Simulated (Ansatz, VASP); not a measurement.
# One calculation of BaTiO3, two programs

```
Ba Ti O
1.0
     4.02629    0.00000    0.00000
     0.00000    4.02629    0.00000
     0.00000    0.00000    4.04461
Ba Ti O
1 1 3
Direct
  0.00000 0.00000 0.00000
  0.50000 0.50000 0.49000
  0.00000 0.50000 0.51700
  0.50000 0.00000 0.51700
  0.50000 0.50000 0.01900
```

Change from the starting cell: volume scaled by 1.02.

Alike in both runs: task single point; functional LDA; k mesh 7 × 7 × 7; occupations fermi-dirac, width 0.05 eV; no spin polarisation.

|  | VASP | Ansatz |
| --- | --- | --- |
| version | VASP 6.6.1 | Ansatz 0.2.0 |
| potentials or method | VASP PAW LDA potentials, release 64 (Ba_sv, Ti_sv, O), cutoff 520 eV | all-electron LAPW, scalar-relativistic |

```csv
,VASP,Ansatz,Ansatz less VASP
gap on the k mesh at the Fermi level (eV),1.74,1.80,+0.059
least direct gap on the mesh (eV),1.95,1.97,+0.025
pressure (GPa),-9.6,-11.4,-1.84
largest component of the traceless stress (GPa),0.61,0.55,-0.057
rms of the force components (eV/Å),0.148,0.162,+0.0144
```

Atom by atom the forces differ by 0.020 eV/Å (rms over components). Ansatz ran all-electron here, so the differences hold the error of VASP's frozen core and of both bases.

Caveats: spin-orbit coupling is left out, which moves the levels of the heavy elements; an odd mesh through Γ misses points on the zone boundary, where band edges often lie.
